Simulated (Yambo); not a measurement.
# NaCl (Pm-3m) in Yambo: settings compared

The runs below take NaCl through optical spectrum, with LDA, PBEsol.

Everything below comes from runs of Yambo 5.3.0. Logs are shortened: lines on timing, memory, paths and dates and some standing lists are left out, and cuts for length are marked.

## Step 1: Starting point

It takes space group Pm-3m (No. 221, cubic). Conventional cell: a = 3.502 Å, b = 3.502 Å, c = 3.502 Å, α = 90.00°, β = 90.00°, γ = 90.00°. Around Cl (site symmetry m-3m) lie 8 Na at 3.03 Å. Na (site symmetry m-3m) is surrounded by 8 Cl at 3.03 Å.

Measurements of this composition are mostly on another form, of space group No. 225.

## Step 2: Optical spectrum, LDA

The input, optics5.in:

```
optics
chi
Chimod= "IP"
% BndsRnXd
 1 | 33 |
%
% LongDrXd
 1 | 1 | 0 |
%
% QpntsRXd
 1 | 1 |
%
% EnRngeXd
 0 | 20 | eV
%
% DmRngeXd
 0.1 | 0.1 | eV
%
ETStpsXd= 200
```

The input, scf.in:

```
&CONTROL
  calculation = 'scf'
  prefix = 'pwscf'
  outdir = './tmp'
  pseudo_dir = './pseudo'
/
&SYSTEM
  ibrav = 0
  nat = 2
  ntyp = 2
  ecutwfc = 88
  nbnd = 14
  occupations = 'smearing'
  smearing = 'fd'
  degauss = 0.00367493
  force_symmorphic = .true.
/
&ELECTRONS
  conv_thr = 4d-10
  electron_maxstep = 120
  mixing_beta = 0.5
/
ATOMIC_SPECIES
Cl    35.4500 Cl.upf
Na    22.9898 Na.upf
CELL_PARAMETERS angstrom
   3.5021900000    0.0000000000    0.0000000000
   0.0000000000    3.5021900000    0.0000000000
   0.0000000000    0.0000000000    3.5021900000
ATOMIC_POSITIONS angstrom
Cl     1.7510950000    1.7510950000    1.7510950000
Na     0.0000000000    0.0000000000    0.0000000000
K_POINTS automatic
8 8 8 0 0 0
```

The input, nscf.in:

```
&CONTROL
  calculation = 'nscf'
  prefix = 'pwscf'
  outdir = './tmp'
  pseudo_dir = './pseudo'
/
&SYSTEM
  ibrav = 0
  nat = 2
  ntyp = 2
  ecutwfc = 88
  nbnd = 108
  occupations = 'fixed'
  force_symmorphic = .true.
/
&ELECTRONS
  conv_thr = 1d-08
  diago_full_acc = .true.
  diago_thr_init = 1d-06
/
ATOMIC_SPECIES
Cl    35.4500 Cl.upf
Na    22.9898 Na.upf
CELL_PARAMETERS angstrom
   3.5021900000    0.0000000000    0.0000000000
   0.0000000000    3.5021900000    0.0000000000
   0.0000000000    0.0000000000    3.5021900000
ATOMIC_POSITIONS angstrom
Cl     1.7510950000    1.7510950000    1.7510950000
Na     0.0000000000    0.0000000000    0.0000000000
K_POINTS automatic
6 6 6 0 0 0
```

Potentials or basis: PseudoDojo 0.4.1 SR LDA standard.

On the command line:

```bash
> OMP_NUM_THREADS=1 pw.x -in scf.in > scf.out
> OMP_NUM_THREADS=1 pw.x -in nscf.in > nscf.out
> cd tmp/pwscf.save; p2y; mv SAVE ../..; cd ../..
> OMP_NUM_THREADS=1 yambo
> OMP_NUM_THREADS=1 yambo -F optics5.in -J optics5 -C optics5_out
```

Yambo's report:

```text
[... sections 02.01 to 02.04 as in the set-up run ...]

  [02.05] Energies & Occupations
  ==============================

  [X] === General ===
  [X] Electronic Temperature                        :  0.000000  0.000000 [eV K]
  [X] Bosonic    Temperature                        :  0.000000  0.000000 [eV K]
  [X] Finite Temperature mode                       : no
  [X] El. density                                   :  0.37248E+24 [cm-3]
  [X] Fermi Level                                   :  2.060354 [eV]

  [X] === Gaps and Widths ===
  [X] Conduction Band Min                           :  3.602420 [eV]
  [X] Valence Band Max                              :  0.000000 [eV]
  [X] Filled Bands                                  :   8
  [X] Empty Bands                                   :    9  108
  [X] Direct Gap                                    :  4.110928 [eV]
  [X] Direct Gap localized at k                     :  1
  [X] Indirect Gap                                  :  3.602420 [eV]
  [X] Indirect Gap between kpts                     :  10   1
  [X] Last valence band width                       :  1.895122 [eV]
  [X] 1st conduction band width                     :  3.651785 [eV]

 [03] Transferred momenta grid and indexing
 ==========================================

 IBZ Q-points                                      :  20
 BZ  Q-points                                      :  216

 K/Q-points units:
 rlu = crystal or reduced units; cc = cartesian coordinates; iku = interal k-units

 Q [ 1]         [rlu]:  0.000000  0.000000  0.000000
 Q [ 2]         [rlu]:  0.000000  0.000000  0.166667
 Q [ 3]         [rlu]:  0.000000  0.000000  0.333333
 Q [ 4]         [rlu]:  0.000000  0.000000 -0.500000
 Q [ 5]         [rlu]:  0.000000  0.166667  0.166667
 Q [ 6]         [rlu]:  0.000000  0.166667  0.333333
 Q [ 7]         [rlu]:  0.000000  0.166667 -0.500000
 Q [ 8]         [rlu]:  0.000000  0.333333  0.333333
 Q [ 9]         [rlu]:  0.000000  0.333333 -0.500000
 Q [10]         [rlu]:  0.000000 -0.500000 -0.500000
 Q [11]         [rlu]:  0.166667  0.166667  0.166667
 Q [12]         [rlu]:  0.166667  0.166667  0.333333
 Q [13]         [rlu]:  0.166667  0.166667 -0.500000
 Q [14]         [rlu]:  0.166667  0.333333  0.333333
 Q [15]         [rlu]:  0.166667  0.333333 -0.500000
 Q [16]         [rlu]:  0.166667 -0.500000 -0.500000
 Q [17]         [rlu]:  0.333333  0.333333  0.333333
 Q [18]         [rlu]:  0.333333  0.333333 -0.500000
 Q [19]         [rlu]:  0.333333 -0.500000 -0.500000
 Q [20]         [rlu]: -0.500000 -0.500000 -0.500000

 [WARNING] [Xd] User bands 1-33 break level degeneracy

 [04] Dipoles
 ============

  [04.01] Setup: observables and procedures
  =========================================

  [WF-Oscillators/G space/Transverse up loader] Normalization (few states)  min/max  :  0.14357E-16   1.0000

  [WR./optics5//ndb.dipoles]------------------------------------------------------
   Brillouin Zone Q/K grids (IBZ/BZ)                :   20  216   20  216
   RL vectors                                       :   5137 [WF]
   Fragmentation                                    : yes
   Electronic Temperature                           :  0.000000 [K]
   Bosonic    Temperature                           :  0.000000 [K]
   DIP band range                                   :    1   33
   DIP band range limits                            :   8   9
   DIP e/h energy range                             : -1.000000 -1.000000 [eV]
   RL vectors in the sum                            :   5137
   [r,Vnl] included                                 : yes
   Bands ordered                                    : yes
   Direct v evaluation                              : no
   Approach used                                    : G-space v
   Dipoles computed                                 : R V P [G-space]
   Wavefunctions                                    : Slater exchange(X)+Perdew & Wang(C)

  [WARNING] [r,Vnl^pseudo] included in position and velocity dipoles.

  [WARNING] In case H contains other non local terms, these are neglected

 [05] Optics
 ===========

 [X-CG] R(p) Tot o/o(of R):    2962   43200     100
```

It took 40 s on 1 thread of Intel Xeon 6975P-C (Granite Rapids), shared host; peak memory 0.25 GiB.

What came out:

```
Band gap on the k mesh, mean-field level       : 3.60 eV, indirect (least direct gap 4.11 eV)
Electronic dielectric constant along the field : 3.13
```

Dielectric function (along the field direction of the input):
| energy (eV) | real part | imaginary part |
| --- | --- | --- |
| 0.30 | 3.14 | 0.02 |
| 0.80 | 3.16 | 0.03 |
| 1.31 | 3.19 | 0.03 |
| 1.81 | 3.25 | 0.03 |
| 2.31 | 3.33 | 0.04 |
| 2.81 | 3.46 | 0.04 |
| 3.32 | 3.64 | 0.06 |
| 3.82 | 4.00 | 0.14 |
| 4.32 | 4.02 | 0.29 |
| 4.82 | 3.67 | 2.29 |
| 5.33 | 4.93 | 1.37 |
| 5.83 | 4.92 | 1.07 |
| 6.33 | 5.41 | 2.15 |
| 6.83 | 3.63 | 1.48 |
| 7.34 | 5.81 | 2.74 |
| 7.84 | 4.60 | 3.35 |
| 8.34 | 3.32 | 6.39 |
| 8.84 | 0.20 | 4.81 |
| 9.35 | 2.61 | 4.34 |
| 9.85 | -0.93 | 3.26 |
| 10.35 | -1.24 | 2.63 |
| 10.85 | 0.03 | 2.40 |
| 11.36 | 0.31 | 2.10 |
| 11.86 | -1.07 | 3.47 |
| 12.36 | -0.68 | 2.95 |
| 12.86 | 0.15 | 1.46 |
| 13.37 | 0.28 | 1.29 |
| 13.87 | -0.24 | 1.93 |
| 14.37 | 0.45 | 1.19 |
| 14.87 | -1.01 | 1.61 |
| 15.38 | -1.24 | 1.24 |
| 15.88 | -0.28 | 0.49 |
| 16.38 | -0.17 | 0.50 |
| 16.88 | -0.02 | 0.21 |
| 17.39 | 0.20 | 0.22 |
| 17.89 | 0.34 | 0.31 |
| 18.39 | 0.27 | 0.42 |
| 18.89 | 0.52 | 0.27 |
| 19.40 | 0.50 | 0.48 |
| 20.00 | 0.31 | 0.27 |

Caveat: spectra need much finer meshes, so this one isn't converged; independent-particle spectra lack excitons. A k mesh can miss the band edges.

## Step 3: Optical spectrum, PBEsol

The input, optics0.in:

```
optics
chi
Chimod= "IP"
% BndsRnXd
 1 | 28 |
%
% LongDrXd
 0 | 0 | 1 |
%
% QpntsRXd
 1 | 1 |
%
% EnRngeXd
 0 | 30 | eV
%
% DmRngeXd
 0.05 | 0.05 | eV
%
ETStpsXd= 150
```

scf.in, as its differences from that of step 2:

```diff
@@ -29,6 +29,6 @@
    0.0000000000    0.0000000000    3.5021900000
-ATOMIC_POSITIONS angstrom
-Cl     1.7510950000    1.7510950000    1.7510950000
+ATOMIC_POSITIONS crystal
+Cl     0.5000000000    0.5000000000    0.5000000000
 Na     0.0000000000    0.0000000000    0.0000000000
 K_POINTS automatic
-8 8 8 0 0 0
+12 12 12 0 0 0
```

nscf.in, as its differences from that of step 2:

```diff
@@ -11,3 +11,3 @@
   ecutwfc = 88
-  nbnd = 108
+  nbnd = 28
   occupations = 'fixed'
@@ -27,6 +27,6 @@
    0.0000000000    0.0000000000    3.5021900000
-ATOMIC_POSITIONS angstrom
-Cl     1.7510950000    1.7510950000    1.7510950000
+ATOMIC_POSITIONS crystal
+Cl     0.5000000000    0.5000000000    0.5000000000
 Na     0.0000000000    0.0000000000    0.0000000000
 K_POINTS automatic
-6 6 6 0 0 0
+12 12 12 0 0 0
```

Potentials or basis: PseudoDojo 0.4.1 SR PBEsol standard.

On the command line:

```bash
> OMP_NUM_THREADS=1 pw.x -in scf.in > scf.out
> OMP_NUM_THREADS=1 pw.x -in nscf.in > nscf.out
> cd tmp/pwscf.save; p2y; mv SAVE ../..; cd ../..
> OMP_NUM_THREADS=1 yambo
> OMP_NUM_THREADS=1 yambo -F optics0.in -J optics0 -C optics0_out
```

Yambo's report:

```text
[... sections 02.01 to 02.04 as in the set-up run ...]

  [02.05] Energies & Occupations
  ==============================

  [X] === General ===
  [X] Electronic Temperature                        :  0.000000  0.000000 [eV K]
  [X] Bosonic    Temperature                        :  0.000000  0.000000 [eV K]
  [X] Finite Temperature mode                       : no
  [X] El. density                                   :  0.37248E+24 [cm-3]
  [X] Fermi Level                                   :  2.238863 [eV]

  [X] === Gaps and Widths ===
  [X] Conduction Band Min                           :  3.840972 [eV]
  [X] Valence Band Max                              :  0.000000 [eV]
  [X] Filled Bands                                  :   8
  [X] Empty Bands                                   :   9  28
  [X] Direct Gap                                    :  4.340613 [eV]
  [X] Direct Gap localized at k                     :  1
  [X] Indirect Gap                                  :  3.840972 [eV]
  [X] Indirect Gap between kpts                     :  28   1
  [X] Last valence band width                       :  1.876323 [eV]
  [X] 1st conduction band width                     :  3.766216 [eV]

 [03] Transferred momenta grid and indexing
 ==========================================

 IBZ Q-points                                      :   84
 BZ  Q-points                                      :  1728

 K/Q-points units:
 rlu = crystal or reduced units; cc = cartesian coordinates; iku = interal k-units

 Q [ 1]         [rlu]:  0.000000  0.000000  0.000000
 Q [ 2]         [rlu]:  0.000000  0.000000  0.083333
 Q [ 3]         [rlu]:  0.000000  0.000000  0.166667
 Q [ 4]         [rlu]:  0.000000  0.000000  0.250000
 Q [ 5]         [rlu]:  0.000000  0.000000  0.333333
 Q [ 6]         [rlu]:  0.000000  0.000000  0.416667
 Q [ 7]         [rlu]:  0.000000  0.000000 -0.500000
 Q [ 8]         [rlu]:  0.000000  0.083333  0.083333
 Q [ 9]         [rlu]:  0.000000  0.083333  0.166667
 Q [10]         [rlu]:  0.000000  0.083333  0.250000
 Q [11]         [rlu]:  0.000000  0.083333  0.333333
 Q [12]         [rlu]:  0.000000  0.083333  0.416667
 Q [13]         [rlu]:  0.000000  0.083333 -0.500000
 Q [14]         [rlu]:  0.000000  0.166667  0.166667
 Q [15]         [rlu]:  0.000000  0.166667  0.250000
 Q [16]         [rlu]:  0.000000  0.166667  0.333333
 Q [17]         [rlu]:  0.000000  0.166667  0.416667
 Q [18]         [rlu]:  0.000000  0.166667 -0.500000
 Q [19]         [rlu]:  0.000000  0.250000  0.250000
 Q [20]         [rlu]:  0.000000  0.250000  0.333333
 Q [21]         [rlu]:  0.000000  0.250000  0.416667
 Q [22]         [rlu]:  0.000000  0.250000 -0.500000
 Q [23]         [rlu]:  0.000000  0.333333  0.333333
 Q [24]         [rlu]:  0.000000  0.333333  0.416667
 Q [25]         [rlu]:  0.000000  0.333333 -0.500000
 Q [26]         [rlu]:  0.000000  0.416667  0.416667
 Q [27]         [rlu]:  0.000000  0.416667 -0.500000
 Q [28]         [rlu]:  0.000000 -0.500000 -0.500000
 Q [29]         [rlu]:  0.083333  0.083333  0.083333
 Q [30]         [rlu]:  0.083333  0.083333  0.166667
 Q [31]         [rlu]:  0.083333  0.083333  0.250000
 Q [32]         [rlu]:  0.083333  0.083333  0.333333
 Q [33]         [rlu]:  0.083333  0.083333  0.416667
 Q [34]         [rlu]:  0.083333  0.083333 -0.500000
 Q [35]         [rlu]:  0.083333  0.166667  0.166667
 Q [36]         [rlu]:  0.083333  0.166667  0.250000
 Q [37]         [rlu]:  0.083333  0.166667  0.333333
 Q [38]         [rlu]:  0.083333  0.166667  0.416667
 Q [39]         [rlu]:  0.083333  0.166667 -0.500000
 Q [40]         [rlu]:  0.083333  0.250000  0.250000
 Q [41]         [rlu]:  0.083333  0.250000  0.333333
 Q [42]         [rlu]:  0.083333  0.250000  0.416667
 Q [43]         [rlu]:  0.083333  0.250000 -0.500000
 Q [44]         [rlu]:  0.083333  0.333333  0.333333
 Q [45]         [rlu]:  0.083333  0.333333  0.416667
 Q [46]         [rlu]:  0.083333  0.333333 -0.500000
 Q [47]         [rlu]:  0.083333  0.416667  0.416667
 Q [48]         [rlu]:  0.083333  0.416667 -0.500000
 Q [49]         [rlu]:  0.083333 -0.500000 -0.500000
 Q [50]         [rlu]:  0.166667  0.166667  0.166667

 Remaining 34 points informations can be written running with -fatlog

 [04] Dipoles
 ============

  [04.01] Setup: observables and procedures
  =========================================

  [WF-Oscillators/G space/Transverse up loader] Normalization (few states)  min/max  :  0.49318E-16   1.0000

  [WR./optics0//ndb.dipoles]------------------------------------------------------
   Brillouin Zone Q/K grids (IBZ/BZ)                :    84  1728    84  1728
   RL vectors                                       :   5137 [WF]
   Fragmentation                                    : yes
   Electronic Temperature                           :  0.000000 [K]
   Bosonic    Temperature                           :  0.000000 [K]
   DIP band range                                   :   1  28
   DIP band range limits                            :   8   9
   DIP e/h energy range                             : -1.000000 -1.000000 [eV]
   RL vectors in the sum                            :   5137
   [r,Vnl] included                                 : yes
   Bands ordered                                    : yes
   Direct v evaluation                              : no
   Approach used                                    : G-space v
   Dipoles computed                                 : R V P [G-space]
   Wavefunctions                                    : Perdew, Burke & Ernzerhof SOL(X)+Perdew, Burke & Ernzerhof SOL(C)

  [WARNING] [r,Vnl^pseudo] included in position and velocity dipoles.

  [WARNING] In case H contains other non local terms, these are neglected

 [05] Optics
 ===========

 [X-CG] R(p) Tot o/o(of R):   11286  276480     100
```

r_setup:

```text
[02] CORE Variables Setup
 =========================

  [02.01] Unit cells
  ==================

  Cell kind             :  CUB
  Atoms in the cell     :  Cl  Na
  number of Cl atoms    :  1
  number of Na atoms    :  1

[... 613 lines left out ...]
  =================

   [03.01.01] Sigma indexes
   ========================

   [WR./SAVE//ndb.kindx]-----------------------------------------------------------
    Fragmentation                                    : no
    Polarization last K ( bz)                        :  1728
    Polarization last K (ibz)                        :   84
    QP states                                        :    1   84
    X grid is uniform                                : yes
    Grids (string)                                   :  X S
    Grids (int-vector)                               :  1  0  0  1
```

o-optics0.eel_q1_ip:

```text
# Electron Energy Loss @ Q(1):   0.00000000      0.00000000      1.00000000    [q->0 direction]
#
# [ X ] Hartree size                              :  1
# [GEN] GF Energies                               : Perdew, Burke & Ernzerhof SOL(X)+Perdew, Burke & Ernzerhof SOL(C)
# [GEN] Green`s Function                          : T-ordered
#
# [GEN] Gauge                                     : Length
# [GEN] [r,Vnl] included                          : yes
#
#    E[1] [eV]          Im(eel)            Re(eel)
#
        0.000000           0.001238          -0.330392
        0.201342           0.001240          -0.330268
        0.402685           0.001245          -0.329894
        0.604027           0.001253          -0.329270
        0.805369           0.001264          -0.328391
        1.006711           0.001279          -0.327253
[... 142 lines left out ...]
        29.79866           0.044490          -1.382172
        30.00000           0.093664          -1.301546
#
```

It took 1.7 min on 1 thread of Arm Neoverse V2, shared host; peak memory 0.29 GiB.

What came out:

| Quantity | Value |
| --- | --- |
| Band gap on the k mesh, mean-field level | 3.84 eV, indirect (least direct gap 4.34 eV) |
| Absorption peak | 8.26 eV |
| Electronic dielectric constant along the field | 3.03 |

Dielectric function (along the field direction of the input):
| energy (eV) | real part | imaginary part |
| --- | --- | --- |
| 0.40 | 3.03 | 0.01 |
| 1.01 | 3.06 | 0.01 |
| 1.61 | 3.10 | 0.01 |
| 2.42 | 3.21 | 0.02 |
| 3.02 | 3.34 | 0.02 |
| 3.62 | 3.55 | 0.03 |
| 4.43 | 4.20 | 0.20 |
| 5.03 | 4.36 | 1.12 |
| 5.64 | 3.71 | 1.75 |
| 6.44 | 4.94 | 2.01 |
| 7.05 | 4.10 | 2.00 |
| 7.65 | 5.09 | 1.81 |
| 8.46 | 2.82 | 5.08 |
| 9.06 | 2.04 | 4.55 |
| 9.66 | -0.91 | 6.06 |
| 10.47 | -1.25 | 3.23 |
| 11.07 | -0.34 | 1.56 |
| 11.68 | -0.13 | 2.16 |
| 12.48 | -0.05 | 1.59 |
| 13.09 | 0.07 | 2.15 |
| 13.69 | -0.46 | 1.96 |
| 14.50 | 0.31 | 1.11 |
| 15.10 | -1.00 | 1.74 |
| 15.70 | -0.44 | 0.55 |
| 16.51 | -0.18 | 0.32 |
| 17.11 | 0.04 | 0.23 |
| 17.72 | 0.30 | 0.24 |
| 18.52 | 0.27 | 0.31 |
| 19.13 | 0.31 | 0.37 |
| 19.93 | 0.45 | 0.39 |

Energy-loss function:
```
energy (eV)   loss
        0.0  0.001
        1.2  0.001
        2.6  0.002
        3.8  0.003
        5.2  0.070
        6.4  0.071
        7.9  0.054
        9.1  0.183
       10.5  0.269
       11.7  0.462
       13.1  0.464
       14.3  0.593
       15.7  1.112
       16.9  3.579
       18.3  1.436
       19.5  1.009
       20.9  1.247
       22.1  0.948
       23.6  0.416
       24.8  0.230
       26.2  0.208
       27.4  0.195
       28.8  0.476
       30.0  0.094
```

Caveat: independent-particle spectra lack excitons. A k mesh can miss the band edges.

(Part 1 of 2 ends here.)
